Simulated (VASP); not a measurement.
# Al (P6/mmm) in VASP: further runs, part 2 of 2

VASP 6.6.1. The steps go on from the part before.

## 4. Relaxation of cell and atoms, PBE

This run uses another cell than the first one: it holds 8 atoms, not 3.

The COD entry that gives the cell may itself be a prediction, so a difference from it is no test against experiment.

Input file INCAR:

```
SYSTEM = Al
PREC = Accurate
ENCUT = 600
EDIFF = 1E-6
ISMEAR = 0
SIGMA = 0.1
LREAL = .False.
LASPH = .True.
NELM = 100
ALGO = Normal
ISIF = 3
LWAVE = .False.
LCHARG = .False.
GGA = PE
IBRION = 2
NSW = 90
EDIFFG = -0.04
```

Input file KPOINTS:

```
Automatic mesh
0
Gamma
  6 6 2
  0 0 0
```

Input file POSCAR:

```
Al
1.0
    3.4669187789      0.0000000000      0.0000000000
   -1.7334593894      3.0024397353      0.0000000000
    0.0000000000      0.0000000000     11.3228538791
Al
8
Direct
    0.0000000000      0.0000000000      0.0937500000
    0.0000000000      0.0000000000      0.5937500000
    0.0000000000      0.0000000000      0.4062500000
    0.0000000000      0.0000000000      0.9062500000
    0.3333333333      0.6666666667      0.1562500000
    0.6666666667      0.3333333333      0.6562500000
    0.3333333333      0.6666666667      0.3437500000
    0.6666666667      0.3333333333      0.8437500000
```

Potentials or basis: VASP PAW PBE potentials, release 64 (Al).

Command:

```
$ cat potpaw_PBE.64/Al/POTCAR > POTCAR
$ mpirun -np 1 vasp_std > vasp.out
```

OUTCAR:

```text
SYSTEM = Al
   PREC = Accurate
   ENCUT = 600
   EDIFF = 1E-6
   ISMEAR = 0
   LREAL = .False.
   LASPH = .True.
   NELM = 100
   ISIF = 3
   GGA = PE
   IBRION = 2
   NSW = 90
   EDIFFG = -0.04

 ion  position               nearest neighbor table
   1  0.000  0.000  0.094-   4 2.12   5 2.12   5 2.12   5 2.12
   2  0.000  0.000  0.594-   3 2.12   6 2.12   6 2.12   6 2.12
   3  0.000  0.000  0.406-   2 2.12   7 2.12   7 2.12   7 2.12
   4  0.000  0.000  0.906-   1 2.12   8 2.12   8 2.12   8 2.12
   5  0.333  0.667  0.156-   7 2.12   1 2.12   1 2.12   1 2.12
   6  0.667  0.333  0.656-   8 2.12   2 2.12   2 2.12   2 2.12
   7  0.333  0.667  0.344-   5 2.12   3 2.12   3 2.12   3 2.12
   8  0.667  0.333  0.844-   6 2.12   4 2.12   4 2.12   4 2.12

  LATTYP: Found a hexagonal cell.
 ALAT       =     3.4669187789
 C/A-ratio  =     3.2659703331

  Lattice vectors:

[... 189 lines left out ...]
 cond. band min:       8.3551527563   @ k =   0.1667  -0.0000   0.0000
 fundamental gap:      0.0186828194
 Fermi energy:         8.3423947399
[... 675 lines left out ...]
      4      -1.8434      2.00000
      5      -0.1163      2.00000
      6      -0.1163      2.00000
[... 9 lines left out ...]
     16       5.0682      0.00000
     17       7.0937      0.00000

[... ionic steps 4 to 46 ...]

--------------------------------------- Ionic step       47  -------------------------------------------

 number of electron      24.0000000 magnetization

------------------------ aborting loop because EDIFF is reached ----------------------------------------
[... 79 lines left out ...]
--------------------------------------- Ionic step       49  -------------------------------------------

 number of electron      24.0000000 magnetization

 Free energy of the ion-electron system (eV)
  ---------------------------------------------------
  ext. energy  EPLUGINS =         0.00000000
  ---------------------------------------------------
  free energy    TOTEN  =       -27.04916679 eV

  energy without entropy =      -27.03735644  energy(sigma->0) =      -27.04326162

 E-fermi :   4.8462     XC(G=0):  -8.7598

 val. band max:        4.7266556674   @ k =   0.3333  -0.0000   0.5000
 cond. band min:       4.8521342971   @ k =   0.3333  -0.0000   0.0000
 fundamental gap:      0.1254786297
 Fermi energy:         4.8461835397
[... 313 lines left out ...]
  FREE ENERGIE OF THE ION-ELECTRON SYSTEM (eV)
  ---------------------------------------------------
  free  energy   TOTEN  =       -27.0491667936 eV

  energy  without entropy=      -27.0373564386  energy(sigma->0) =      -27.04326162

 reached required accuracy - stopping structural energy minimisation
```

OSZICAR:

```text
N       E                     dE             d eps       ncg     rms          rms(c)
DAV:   1     0.622922755382E+02    0.62292E+02   -0.98671E+03   476   0.129E+03
DAV:   2    -0.642356085449E+01   -0.68716E+02   -0.65880E+02   627   0.151E+02
DAV:   3    -0.907057329922E+01   -0.26470E+01   -0.24296E+01   644   0.266E+01
[... 444 lines left out ...]
DAV:   1    -0.270494378223E+02   -0.11587E-02   -0.50621E-03   494   0.351E-01    0.497E-02
DAV:   2    -0.270492127800E+02    0.22504E-03   -0.58426E-04   541   0.117E-01    0.232E-02
DAV:   3    -0.270491678679E+02    0.44912E-04   -0.19976E-04   557   0.575E-02    0.116E-02
DAV:   4    -0.270491672340E+02    0.63390E-06   -0.13039E-05   562   0.199E-02    0.334E-03
DAV:   5    -0.270491667936E+02    0.44047E-06   -0.15971E-06   319   0.623E-03
  49 F= -.27049167E+02 E0= -.27043262E+02  d E =-.887851E-03
```

CONTCAR:

```text
Al
   1.00000000000000
     4.3699562167038906    0.0000000000160426    0.0000000000000000
    -2.1849781082750277    3.7844930969294017   -0.0000000000000000
    -0.0000000000000000    0.0000000000000000   10.9354793501875402
  Al
     8
Direct
     0.0000000000000000    0.0000000000000000    0.1306716326597055
     0.0000000000000000    0.0000000000000000    0.6306716326597058
     0.0000000000000000    0.0000000000000000    0.3693283673402943
     0.0000000000000000    0.0000000000000000    0.8693283673402942
     0.3333333332999970    0.6666666667000030    0.0167557915464841
     0.6666666667000030    0.3333333332999970    0.5167557915464841
     0.3333333332999970    0.6666666667000030    0.4832442084535158
     0.6666666667000030    0.3333333332999970    0.9832442084535160

  0.00000000E+00  0.00000000E+00  0.00000000E+00
  0.00000000E+00  0.00000000E+00  0.00000000E+00
  0.00000000E+00  0.00000000E+00  0.00000000E+00
  0.00000000E+00  0.00000000E+00  0.00000000E+00
  0.00000000E+00  0.00000000E+00  0.00000000E+00
  0.00000000E+00  0.00000000E+00  0.00000000E+00
  0.00000000E+00  0.00000000E+00  0.00000000E+00
  0.00000000E+00  0.00000000E+00  0.00000000E+00
```

Wall time 14 min (1 thread of Intel Xeon Platinum 8488C (Sapphire Rapids), shared host); peak memory 0.25 GiB.

Results:

```
Free energy                            : -27.0492 eV
Relaxed volume                         : 22.61 Å³/atom
Relaxed cell                           : a = 4.370 Å, b = 4.370 Å, c = 10.935 Å, α = 90.00°, β = 90.00°, γ = 120.00°
Space group after relaxing (to 0.05 Å) : P6_3/mmc (No. 194)
Energy gained by relaxing              : 2294.4 meV/atom
Ionic steps                            : 49
Pressure after relaxing                : 0.0 GPa
Largest force after relaxing           : 0.039 eV/Å
Band gap on the k mesh                 : none (metal or under the smearing width)
```

Forces in eV/Å, atoms in the order of the input:
```
Al   0.000  0.000 -0.008
Al   0.000  0.000 -0.008
Al   0.000  0.000  0.008
Al   0.000  0.000  0.008
Al   0.000  0.000  0.039
Al   0.000  0.000  0.039
Al   0.000  0.000 -0.039
Al   0.000  0.000 -0.039
```

Stress tensor (GPa, compression positive):
```
-0.13  0.00  0.00
 0.00 -0.13  0.00
 0.00  0.00  0.21
```

Step by step:
```tsv
step	energy change (eV)	largest force (eV/Å)	pressure (GPa)	volume (Å³)
1	0.0000	0.0854	78.78	117.86
3	-15.3059	0.1659	1.13	214.13
5	-15.3267	0.1685	-0.02	220.30
7	-15.3316	0.1699	0.41	217.85
9	-15.4143	0.4077	0.40	217.97
11	-15.2074	3.1658	0.76	215.95
13	-15.4731	1.2141	0.29	217.69
15	-15.5074	1.2616	0.16	217.90
17	-15.6397	1.4824	-0.34	218.64
19	-15.4450	2.5671	-0.96	219.51
21	-15.8888	1.7555	-1.23	219.06
23	-16.1270	1.3690	-1.96	217.24
25	-16.2891	1.1895	-1.83	215.02
27	-16.7362	0.2701	1.23	193.30
29	-16.9487	0.3477	-0.16	195.48
31	-17.3140	0.5379	0.77	185.61
33	-17.3811	0.3184	-0.05	187.79
35	-17.4755	0.2670	-1.12	189.21
37	-17.6272	1.1768	2.74	171.73
39	-17.7205	1.1271	3.26	169.98
41	-17.9521	0.6855	6.41	162.18
43	-18.3182	0.2466	1.92	174.71
45	-18.3248	0.3564	1.24	177.24
47	-18.3543	0.0409	-0.05	180.87
49	-18.3552	0.0389	-0.02	180.85
```

Final structure:
```yaml
crystal:
  lattice:
    - [4.36996, 0.00000, 0.00000]
    - [-2.18498, 3.78449, 0.00000]
    - [0.00000, 0.00000, 10.93548]
  atoms:
    - { symbol: Al, position: [0.00000, 0.00000, 0.13067] }
    - { symbol: Al, position: [0.00000, 0.00000, 0.63067] }
    - { symbol: Al, position: [0.00000, 0.00000, 0.36933] }
    - { symbol: Al, position: [0.00000, 0.00000, 0.86933] }
    - { symbol: Al, position: [0.33333, 0.66667, 0.01676] }
    - { symbol: Al, position: [0.66667, 0.33333, 0.51676] }
    - { symbol: Al, position: [0.33333, 0.66667, 0.48324] }
    - { symbol: Al, position: [0.66667, 0.33333, 0.98324] }
```

Caveat: the volume moved by over 15 % at a fixed basis, so the end points are rough.

## 5. Single point, PBE

This run uses another cell than the first one: it holds 8 atoms, not 3.

Input file INCAR:

```
SYSTEM = Al
PREC     = Accurate       ! precision mode
ENCUT    = 520            ! plane-wave cutoff, eV
EDIFF    = 1E-6           ! SCF threshold, eV
ISMEAR   = 0              ! smearing method
SIGMA    = 0.1            ! smearing width, eV
LREAL    = .FALSE.        ! projectors in reciprocal space
LASPH    = .TRUE.         ! aspherical terms in the spheres
NELM     = 100            ! most SCF steps
ALGO     = Normal         ! electronic algorithm
ISIF     = 2              ! what is computed and relaxed
LWAVE    = .FALSE.        ! write WAVECAR
LCHARG   = .FALSE.        ! write CHGCAR
GGA      = PE             ! functional
NBANDS   = 22             ! bands
```

Input file KPOINTS:

```
Automatic mesh
0
G
  6 6 2
  0 0 0
```

POSCAR is that of step 4.

Potentials or basis: VASP PAW PBE potentials, release 64 (Al).

Command:

```
$ cat potpaw_PBE.64/Al/POTCAR > POTCAR
$ mpirun -np 1 vasp_std > vasp.out
```

OUTCAR:

```text
SYSTEM = Al
   PREC = Accurate
   ENCUT = 520
   EDIFF = 1E-6
   ISMEAR = 0
   LREAL = .FALSE.
   LASPH = .TRUE.
   NELM = 100
   ISIF = 2
   GGA = PE

 ion  position               nearest neighbor table
   1  0.000  0.000  0.094-   4 2.12   5 2.12   5 2.12   5 2.12
   2  0.000  0.000  0.594-   3 2.12   6 2.12   6 2.12   6 2.12
   3  0.000  0.000  0.406-   2 2.12   7 2.12   7 2.12   7 2.12
   4  0.000  0.000  0.906-   1 2.12   8 2.12   8 2.12   8 2.12
   5  0.333  0.667  0.156-   7 2.12   1 2.12   1 2.12   1 2.12
   6  0.667  0.333  0.656-   8 2.12   2 2.12   2 2.12   2 2.12
   7  0.333  0.667  0.344-   5 2.12   3 2.12   3 2.12   3 2.12
   8  0.667  0.333  0.844-   6 2.12   4 2.12   4 2.12   4 2.12

  LATTYP: Found a hexagonal cell.
 ALAT       =     3.4669187789
 C/A-ratio  =     3.2659703331

  Lattice vectors:

 A1 = (   3.4669187789,   0.0000000000,   0.0000000000)
 A2 = (  -1.7334593894,   3.0024397353,   0.0000000000)
 A3 = (   0.0000000000,   0.0000000000,  11.3228538791)

Analysis of symmetry for initial positions (statically):
=====================================================================
 Subroutine PRICEL returns:
 Original cell was already a primitive cell.

 Routine SETGRP: Setting up the symmetry group for a
 hexagonal supercell.

 Subroutine GETGRP returns: Found 24 space group operations
 (whereof 12 operations were pure point group operations)
 out of a pool of 24 trial point group operations.

The static configuration has the point symmetry D_3d.
 The point group associated with its full space group is D_6h.

Analysis of symmetry for dynamics (positions and initial velocities):
=====================================================================
 Subroutine PRICEL returns:
 Original cell was already a primitive cell.

 Routine SETGRP: Setting up the symmetry group for a
[... 131 lines left out ...]
  Thomas-Fermi vector in A             =   2.092655
   LORBIT       =      0    0 simple, 1 ext, 2 COOP (PROOUT), +10 PAW based schemes
   GGA     = PE    functional components
   LHFCALC =     F    Hartree Fock is set to
   AEXX    =    0.0000 exact exchange contribution
   IVDW    =     0    specifies the selected vdW correction
   LEPSILON=     F    determine dielectric tensor
   LRPA    =     F    only Hartree local field effects (RPA)
 non-spin polarized calculation
 Gauss-broadening in eV      SIGMA  =   0.10
  energy-cutoff  :      520.00
  volume of cell :      117.86
 maximum number of plane-waves:      3234
 NGX is ok and might be reduce to    28

 number of electron      24.0000000 magnetization

 Free energy of the ion-electron system (eV)
  ---------------------------------------------------
  ext. energy  EPLUGINS =         0.00000000
  ---------------------------------------------------
  free energy    TOTEN  =        -8.69247096 eV

  energy without entropy =       -8.67799036  energy(sigma->0) =       -8.68523066

 E-fermi :   8.3425     XC(G=0): -10.4121

 val. band max:        8.3365503218   @ k =   0.3333   0.3333   0.5000
 cond. band min:       8.3552345149   @ k =   0.1667  -0.0000   0.0000
 fundamental gap:      0.0186841931
 Fermi energy:         8.3424775857

 k-point     1 :       0.0000    0.0000    0.0000
  band No.  band energies     occupation
      1      -2.9938      2.00000
      2      -1.8780      2.00000
      3      -1.8767      2.00000
      4       0.8339      2.00000
      5       2.1497      2.00000
      6       6.7320      2.00000
[... 339 lines left out ...]
     21      15.2250      0.00000
     22      15.2250      0.00000

------------------------ aborting loop because EDIFF is reached ----------------------------------------

  FORCE on cell =-STRESS in cart. coord.  units (eV):
  Direction    XX          YY          ZZ          XY          YZ          ZX
  --------------------------------------------------------------------------------------
  -------------------------------------------------------------------------------------
  Total       58.2540203     58.2540203     57.3463531      0.0000000      0.0000000      0.0000000
  in kB      791.8859108    791.8859107    779.5473823      0.0000000      0.0000000      0.0000000
  external PRESSURE =     787.7730679 kB  Pullay stress =       0.0000000 kB

 VOLUME and BASIS-vectors are now :
 -----------------------------------------------------------------------------
  energy-cutoff  :      520.00
  volume of cell :      117.86
      direct lattice vectors                 reciprocal lattice vectors
     3.466918779  0.000000000  0.000000000     0.288440562  0.166531236  0.000000000
    -1.733459389  3.002439735  0.000000000     0.000000000  0.333062472  0.000000000
     0.000000000  0.000000000 11.322853879     0.000000000  0.000000000  0.088316957

 POSITION                                       TOTAL-FORCE (eV/Angst)
 -----------------------------------------------------------------------------------
      0.00000      0.00000      1.06152         0.000000     -0.000000      0.085408
      0.00000      0.00000      6.72294        -0.000000      0.000000      0.085408
      0.00000      0.00000      4.59991         0.000000     -0.000000     -0.085408
      0.00000      0.00000     10.26134        -0.000000     -0.000000     -0.085408
     -0.00000      2.00163      1.76920         0.000000     -0.000000      0.037356
      1.73346      1.00081      7.43062         0.000000      0.000000      0.037356
     -0.00000      2.00163      3.89223        -0.000000     -0.000000     -0.037356
      1.73346      1.00081      9.55366         0.000000      0.000000     -0.037356
 -----------------------------------------------------------------------------------
    total drift:                               -0.000000      0.000000     -0.000000

  FREE ENERGIE OF THE ION-ELECTRON SYSTEM (eV)
  ---------------------------------------------------
  free  energy   TOTEN  =        -8.6924709612 eV

  energy  without entropy=       -8.6779903619  energy(sigma->0) =       -8.68523066
```

OSZICAR:

```text
N       E                     dE             d eps       ncg     rms          rms(c)
DAV:   1     0.477723047528E+02    0.47772E+02   -0.89370E+03   616   0.892E+02
DAV:   2    -0.695671349986E+01   -0.54729E+02   -0.51654E+02   780   0.122E+02
DAV:   3    -0.910468590436E+01   -0.21480E+01   -0.21051E+01   844   0.210E+01
DAV:   4    -0.912926629914E+01   -0.24580E-01   -0.24573E-01   742   0.273E+00
DAV:   5    -0.912971267716E+01   -0.44638E-03   -0.44636E-03   770   0.385E-01    0.581E+00
DAV:   6    -0.883052396991E+01    0.29919E+00   -0.81772E-02   714   0.150E+00    0.363E+00
DAV:   7    -0.869452811018E+01    0.13600E+00   -0.16861E-01   698   0.231E+00    0.355E-01
DAV:   8    -0.869243644928E+01    0.20917E-02   -0.79509E-03   762   0.418E-01    0.355E-01
DAV:   9    -0.869240175097E+01    0.34698E-04   -0.18094E-04   826   0.679E-02    0.302E-01
DAV:  10    -0.869246798300E+01   -0.66232E-04   -0.32695E-04   704   0.829E-02    0.370E-01
DAV:  11    -0.869246786844E+01    0.11456E-06   -0.15645E-05   784   0.179E-02    0.157E-01
DAV:  12    -0.869247083813E+01   -0.29697E-05   -0.47455E-07   440   0.400E-03    0.324E-02
DAV:  13    -0.869247096123E+01   -0.12310E-06   -0.21453E-07   416   0.270E-03
   1 F= -.86924710E+01 E0= -.86852307E+01  d E =-.144806E-01
```

stdout:

```text
POSCAR found type information on POSCAR Al
 POSCAR found :  1 types and       8 ions
 scaLAPACK will be used
 LDA part: xc-table for (Slater+PW92), standard interpolation
 POSCAR, INCAR and KPOINTS ok, starting setup
 FFT: planning ... GRIDC
 FFT: planning ... GRID_SOFT
 FFT: planning ... GRID
 WAVECAR not read
 entering main loop
```

It took 29 s on 1 thread of Intel Xeon Platinum 8488C (Sapphire Rapids), shared host; peak memory 0.23 GiB.

Results:

| Item | Value |
| --- | --- |
| Free energy | -8.6925 eV |
| Pressure | 78.8 GPa |
| Largest force | 0.085 eV/Å |
| Band gap on the k mesh | none (metal or under the smearing width) |

Forces on the atoms (eV/Å):
```
Al   0.000  0.000  0.085
Al   0.000  0.000  0.085
Al   0.000  0.000 -0.085
Al   0.000  0.000 -0.085
Al   0.000  0.000  0.037
Al   0.000  0.000  0.037
Al   0.000  0.000 -0.037
Al   0.000  0.000 -0.037
```

Caveat: a pressure of tens of GPa on the cell as given is suspect, and the run, the potentials or the cell itself is likely at fault.

## 6. Single point, PBE (random cell without symmetry)

Input file INCAR:

```
SYSTEM = Al
  PREC = Accurate
  ENCUT = 520
  EDIFF = 1E-6
  ISMEAR = 0
  SIGMA = 0.1
  LREAL = .FALSE.
  LASPH = .TRUE.
  NELM = 100
  ALGO = Normal
  ISIF = 2
  LWAVE = .FALSE.
  LCHARG = .FALSE.
  GGA = PE
  NBANDS = 14
```

Input file KPOINTS:

```
Automatic mesh
0
G
  4 4 4
  0 0 0
```

Input file POSCAR:

```
Al
1.0
    4.0749047154     -0.0001933630      0.1559124110
   -0.2661539183      4.0688436756      0.0049917941
    1.5335188919      1.7892643226      4.0793914665
Al
4
Direct
    0.0977716418      0.7192516115      0.9180842151
    0.3477920125      0.4693394235      0.4180980926
    0.5977416605      0.2192870122     -0.0819174578
    0.8477866496      0.9693551590      0.4180922699
```

Potentials or basis: VASP PAW PBE potentials, release 64 (Al).

Command:

```
$ cat potpaw_PBE.64/Al/POTCAR > POTCAR
$ mpirun -np 1 vasp_std > vasp.out
```

It took 19 s on 1 thread of Intel Xeon Platinum 8488C (Sapphire Rapids), shared host; peak memory 0.18 GiB.

Results (log left out):

```yaml
Free_energy: -15.0362 eV
Pressure: -0.1 GPa
Band_gap_on_the_k_mesh: none (metal or under the smearing width)
```

Stress tensor (GPa, compression positive):
```
 0.05 -0.13 -0.07
-0.13  0.01 -0.12
-0.07 -0.12 -0.35
```

Levels at points of the mesh, in eV from the Fermi level:
| k point | band 4 | band 5 | band 6 | band 7 | band 8 | band 9 |
| --- | --- | --- | --- | --- | --- | --- |
| (0.00, 0.00, 0.00) | -1.03 | -1.03 | -0.81 | -0.81 | 0.32 | 0.32 |
| (0.50, 0.00, 0.00) | -3.44 | -0.54 | -0.54 | 1.71 | 1.71 | 3.56 |
| (0.00, 0.50, 0.00) | -3.44 | -0.54 | -0.54 | 1.70 | 1.70 | 3.56 |
| (0.50, 0.50, 0.00) | -4.56 | -3.96 | -3.18 | 1.13 | 1.14 | 2.67 |
| (0.00, 0.00, 0.50) | -2.88 | -1.58 | -1.58 | 4.72 | 4.73 | 5.21 |
| (0.50, 0.00, 0.50) | -4.15 | -0.49 | -0.49 | 1.07 | 1.07 | 3.54 |
| (0.00, 0.50, 0.50) | -4.15 | -0.49 | -0.49 | 1.06 | 1.07 | 3.53 |
| (0.50, 0.50, 0.50) | -4.68 | -4.66 | -4.66 | 1.24 | 1.24 | 3.78 |

Caveat: the k mesh is coarse (spacing up to 0.42 Å⁻¹), so the values aren't converged.

## 7. The runs side by side

| task | cell | k mesh | cutoff (eV) | mesh quality | gap on the mesh (eV) | pressure (GPa) | relaxed volume (Å³/atom) | largest force (eV/Å) |
| --- | --- | --- | --- | --- | --- | --- | --- | --- |
| relaxation of cell and atoms | relaxed | 6 × 6 × 6 | 600 | not flagged | none | 0.3 | 17.05 | - |
| single point | P6_3/mmc, 22.64 Å³/atom | 6 × 6 × 2 | 520 | not flagged | none | -0.1 | - | 0.01 |
| relaxation of cell and atoms | relaxed | 6 × 6 × 2 | 600 | not flagged | none | 0.0 | 22.61 | 0.04 |
| single point | P6_3/mmc, 14.73 Å³/atom | 6 × 6 × 2 | 520 | not flagged | none | 78.8 | - | 0.09 |
| single point | random cell without symmetry | 4 × 4 × 4 | 520 | coarse | none | -0.1 | - | - |

Alike in all rows: level PBE; potentials or basis VASP PAW PBE potentials, release 64 (Al); no spin polarisation; smearing gaussian 0.1 eV.

Caveats: some runs use coarse meshes; the volume moved by over 15 % at a fixed basis, so the end points are rough (some runs); a pressure of tens of GPa on the cell as given is suspect, and the run, the potentials or the cell itself is likely at fault (some runs).

Total energies depend on the potentials used, so only differences within one code and one set of settings carry meaning.
